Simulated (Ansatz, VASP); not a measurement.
# Eu in VASP and in Ansatz

```
CELL_PARAMETERS angstrom
3.38371 0.00000 0.00000
0.00000 3.38371 0.00000
0.00000 0.00000 3.38371
ATOMIC_POSITIONS crystal
Eu 0.00000 0.00000 0.00000
```

Change from the starting cell: volume scaled by 0.9, PAW files.

Alike in both runs: task single point; functional PBE; k mesh 11 × 11 × 11; occupations fermi-dirac, width 0.1 eV; collinear spin.

|  | VASP | Ansatz |
| --- | --- | --- |
| version | VASP 6.6.1 | Ansatz 0.2.0 |
| potentials or method | VASP PAW PBE potentials, release 64 (Eu) | PAW with Ansatz's default frozen-core files, scalar-relativistic |
| plane-wave cutoff (eV) | 520 | 420 |
| valence electrons in the cell | 17 | 17 |

|  | VASP | Ansatz | Ansatz less VASP |
| --- | --- | --- | --- |
| pressure (GPa) | 1.0 | 1.2 | +0.23 |
| net moment per atom (μB) | 7.20 | 7.20 | +0.003 |
| size of the moment on the site where the two differ most (μB) | 6.69 | 6.96 | +0.275 |

Site moments also hang on the region over which each program counts them.

 The state reached can hang on the start; a lower one may exist.
